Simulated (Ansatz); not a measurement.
This Ansatz 0.2.0 run on CoO needs a look.

The input run.py:

```python
import json

import ase.io
import numpy as np

import ansatz as az

atoms = ase.io.read("POSCAR", format="vasp")
atoms.set_initial_magnetic_moments([2.0, 0.0])

calculation = (
    az.Crystal.from_ase(atoms)
    .calculation()
    .kpoints(8, 8, 8)
    .functional("pbesol", dispersion="d3bj")
    .pseudopotentials(kind="paw")
    .hubbard("O", "f", u_eff=4.0)
    .spin("collinear")
    .scf(max_iterations=100)
    .occupations(method="cold", width=0.1)
    .forces()
    .stress()
    .band_table(publish=True)
)
outcome = calculation.run(threads=2, events_out="events.jsonl")

report = outcome.report
for line in open("events.jsonl"):
    event = json.loads(line)
    if event["event"] == "scf_iter":
        d = event["data"]
        print(f"SCF {d['iter']:3d}  HF = {d['harris_foulkes_ev']:.6f} eV  dr2 = {d['dr2_ev']:.2e} eV")
    elif event["event"] in ("relax_step", "md_step"):
        d = event["data"]
        print(f"{event['event']} {d['step']:3d}  E = {d['lagrangian_ev']:.6f} eV")
np.set_printoptions(precision=5, suppress=True, linewidth=110)
print("converged:", report["converged"], "after", report["n_iterations"], "iterations")
print(f"free energy {report['free_energy_ev']:.6f} eV, Fermi level {report['fermi_energy_ev']:.4f} eV")
for key in ("band_edges_ev", "magnetization_mub", "site_moments_mub", "site_moments_nc_mub", "forces_ev_ang",
                "stress_gpa", "kpoints_frac", "eigenvalues_ev"):
    if report.get(key) is not None:
        print(key, np.array(report[key]), sep="\n")
```

The input POSCAR:

```
CoO
1.0
    1.6022198417      0.9250420569      2.5664708903
   -1.6022198417      0.9250420569      2.5664708903
    0.0000000000     -1.8500841138      2.5664708903
Co O
1 1
Direct
    0.9892900000      0.9979850000      1.0044190000
    0.7504660000      0.7472680000      0.7565140000
```

Potentials or basis: Ansatz PAW.

Launch:

```console
$ python run.py
```

Output:

```text
Traceback (most recent call last):
  File "run.py", line 25, in <module>
  [frames inside libraries left out]
ansatz.RefusalError: inconsistent input (hamiltonian.hubbard.sites[].l, hamiltonian.hubbard.sites[].shell): the file of O doesn't list 4f, and it can't be added: PBE doesn't bind the shell 4f of the free atom, whose level lies at +1.15 eV. Type an atom or ion with it (hamiltonian.pseudopotentials.projection_atoms), take another file or name another shell
```

Q: How did it end, and where is the flaw?

A: The input was rejected before any iteration. The input holds a flaw that was put in on purpose: a U on a shell that isn't there (hamiltonian.hubbard = {"sites": [{"species": "O", "l": "f", "u_eff": 4.0}]}).
